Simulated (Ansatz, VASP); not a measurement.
**Two plane-wave programs on SiO2**

```
Si O
1.0
     4.22990    0.00000    0.00000
     0.00000    4.22990    0.00000
     0.00000    0.00000    2.40580
Si O
2 4
Direct
  0.50000 0.50000 0.50000
  0.00000 0.00000 0.00000
  0.69443 0.69443 0.00000
  0.19443 0.80557 0.50000
  0.30557 0.30557 0.00000
  0.80557 0.19443 0.50000
```

Alike in both runs: task single point; functional LDA; k mesh 6 × 6 × 8; occupations gaussian, width 0.05 eV; no spin polarisation.

```csv
,VASP,Ansatz
version,VASP 6.6.1,Ansatz 0.2.0
potentials or method,"VASP PAW LDA potentials, release 64 (Si, O)","scalar-relativistic, plane waves, PAW"
plane-wave cutoff (eV),520,520
valence electrons in the cell,32,32
```

VASP gave:

* gap on the k mesh at the Fermi level (eV): 7.10
* least direct gap on the mesh (eV): 7.10
* rms of the force components (eV/Å): 0.071

Question: Which values does Ansatz return?

Answer: gap on the k mesh at the Fermi level (eV): 7.11; least direct gap on the mesh (eV): 7.11; rms of the force components (eV/Å): 0.025.

Atom by atom the forces differ by 0.046 eV/Å (rms over components). Ansatz warned: «pseudo_functional_mismatch».

 A k mesh can miss the band edges. A hybrid or GW would open this gap; LDA tends to underestimate it.
